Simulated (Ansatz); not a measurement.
# BN: the cost of one run

Program: Ansatz 0.2.0. G0W0, plane waves. The values are computed, spin-unpolarised, and not measurements.

## (1) Starting point

The cell was relaxed beforehand with r2SCAN.

It is cubic, F-43m (No. 216); a = 3.610 Å in the conventional setting, 5.88 Å³ an atom. Around B lie 4 N at 1.56 Å; around N lie 4 B at 1.56 Å.

Structure file:

```
B N
1.0
     0.00000    1.80483    1.80483
     1.80483    0.00000    1.80483
     1.80483    1.80483    0.00000
B N
1 1
Direct
  0.00000 0.00000 0.00000
  0.25000 0.25000 0.25000
```

## (2) 20 empty bands, 80 eV

Input file input.yaml:

```yaml
crystal:
  lattice:
    - [0.0, 1.8048254679, 1.8048254679]
    - [1.8048254679, 0.0, 1.8048254679]
    - [1.8048254679, 1.8048254679, 0.0]
  atoms:
    - { symbol: B, position: [0.0, 0.0, 0.0] }
    - { symbol: "N", position: [0.25, 0.25, 0.25] }
kpoints:
  mp_grid: { grid: [6, 6, 6] }
hamiltonian:
  xc: pbe
scf:
  occupations: { method: fixed }
gw:
  n_empty_bands: 20
  ecut_chi: 80
  qp_bands: [v2, c2]
  qp_kpoints: band_edges
  screening: { model: contour_deformation }
```

Command:

```
ansatz run input.yaml --threads 2 --pin off --max-ram 3686MiB --backend cpu --events-out ev --progress --plain --runs-dir out
```

What time and memory should one allow on 2 threads of Intel Xeon Platinum 8488C (Sapphire Rapids), shared host?

About 2.5 s, with a peak of 0.31 GiB.
